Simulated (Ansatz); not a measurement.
**Ir: uniaxial strain along a**

An exercise on one series of results from a longer session: the logs are not shown, and one member is left open.

Computed with Ansatz 0.2.0 (DFT r2SCAN, scalar-relativistic, plane waves, PAW, unless a step's input says otherwise).

2 further runs of the same task are left out: 2 set aside as unsound or not needed.

## The starting structure

It takes space group Fm-3m (No. 225, cubic). The conventional cell has a = 3.844 Å, b = 3.844 Å, c = 3.844 Å, α = 90.00°, β = 90.00°, γ = 90.00°. Around Ir (site symmetry m-3m) lie 12 Ir at 2.72 Å.

Structure file:

```cif
data_structure
_symmetry_space_group_name_H-M 'P 1'
_symmetry_Int_Tables_number 1
_cell_length_a 2.7182
_cell_length_b 2.7182
_cell_length_c 3.8442
_cell_angle_alpha 90.000
_cell_angle_beta 90.000
_cell_angle_gamma 90.000
_cell_volume 28.40
loop_
_atom_site_label
_atom_site_type_symbol
_atom_site_fract_x
_atom_site_fract_y
_atom_site_fract_z
_atom_site_occupancy
Ir1 Ir 0.00000 0.00000 0.00000 1
Ir2 Ir 0.50000 0.50000 0.50000 1
```

It goes back to an entry of the Materials Project.

The unstrained cell comes from an earlier run at this level (2 atoms, E(σ→0) -23897.4494 eV, gap none (metal)).

Set-up of the first run:

input.yaml

```yaml
crystal:
  lattice:
    - [1.902867891, 1.902867891, 0.0]
    - [-1.9268940008, 1.9268940008, 0.0]
    - [0.0, 0.0, 3.8537880016]
  atoms:
    - { symbol: Ir, position: [0.0, 0.0, 0.0] }
    - { symbol: Ir, position: [0.5, 0.5, 0.5] }
basis:
  ecutwfc: 500
kpoints:
  mp_grid: { grid: [20, 20, 14] }
hamiltonian:
  xc: r2scan
scf:
  occupations: { method: gaussian, width: 0.1 }
output:
  forces: true
  stress: true
  eigenvalues: true
  write_density: true
  write_potential: true
  elf: true
  volumetric_format: npy
relax:
  adjacent_minimum: "off"
  f_tol: 0.008
  max_steps: 40
  cell: { stress_tol: 0.015, fix: [a, angles] }
```

The run is started by

```sh
$ ansatz run input.yaml --threads 1 --pin off --max-ram 2560MiB --backend cpu --events-out ev --progress --plain --runs-dir out
```

Steps of the session up to this table: The cell strained by -1.0 %; At +1.0 %; The cell strained by -2.0 %; The cell strained by +2.0 %; At -3.0 %; The cell strained by +3.0 %.

One table of the session follows, with a row left open; its other results are not shown here.

It belongs to the step «Energy and stress against strain (a metal throughout)». Lengths are those of the vectors of the cell that was run; stresses in GPa:

```
strain (%)  ΔE (meV/atom)  a (Å)  b (Å)  c (Å)
      -3.0           27.8  2.637  2.726  3.886
      -2.0           11.8  2.664  2.723  3.872
      -1.0            2.8  2.691  2.721  3.858
      +0.0            0.0  2.718  2.718  3.844
      +1.0            2.8  2.745  2.715  3.831
      +2.0              ?      ?      ?      ?
      +3.0           22.4  2.800  2.710  3.804
```

**Question.** Estimate the row for strain (%) = +2.0.

Worked estimate for «ΔE (meV/atom)». A straight line through the neighbours (1.0, 2.8) and (3.0, 22.4) gives 2.8 + (22.4 − 2.8) × (2.0 − 1.0) / (3.0 − 1.0) = 12.6; a parabola fitted to 3 rows on both sides gives 10.3.

As computed: ΔE (meV/atom): 10.4; a (Å): 2.773; b (Å): 2.712; c (Å): 3.818. In «ΔE (meV/atom)» the line misses by +2.2 and the parabola by -0.1.

ΔE is over the unstrained cell. Stress in GPa, positive in compression, on the Cartesian axes of the input. 
